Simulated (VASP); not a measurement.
Runs of VASP 6.6.1 on ZnSnP2. It takes space group I-42d (No. 122, tetragonal). Conventional cell: a = 5.648 Å, b = 5.648 Å, c = 11.324 Å, α = 90.00°, β = 90.00°, γ = 90.00°. Zn (site symmetry -4) is surrounded by 4 P at 2.38 Å. Sn (site symmetry -4) is surrounded by 4 P at 2.52 Å. P (site symmetry 2) has 2 Zn at 2.38 Å and 2 Sn at 2.52 Å as nearest neighbours. The cell comes from a database or a generator and needn't be the stable form of this composition.

| task | level | spin | cell | k mesh | cutoff (eV) | gap on the mesh (eV) | pressure (GPa) |
| --- | --- | --- | --- | --- | --- | --- | --- |
| relaxation of cell and atoms | PBEsol | off | relaxed | 8 × 8 × 8 | 600 | 0.81 | 0.0 |
| band structure | PBEsol | SOC, no magnetisation | I-42d, 22.31 Å³/atom | 6 × 6 × 6 | 520 | - | 0.0 |
| band structure | r2SCAN | off | I-42d, 22.31 Å³/atom | 8 × 8 × 8 | 520 | 1.30 | 0.8 |
| band structure | TB-mBJ | off | I-42d, 22.31 Å³/atom | 8 × 8 × 8 | 520 | (a) | - |
| band structure | PBEsol | off | I-42d, 22.31 Å³/atom | 8 × 8 × 8 | 520 | 0.81 | 0.0 |

Alike in all rows: potentials or basis VASP PAW PBE potentials, release 64 (Zn, Sn_d, P); smearing gaussian 0.03 eV.

**Question.** Estimate the missing entries.

**Answer.** (a) 1.68.

Caveats: the PAW data sets were made with another functional, which shifts forces and pressure a little; spin-orbit coupling is left out, which moves the levels of the heavy elements (some runs).

A k mesh can miss the band edges, and rows without SOC leave out spin-orbit coupling on Sn.
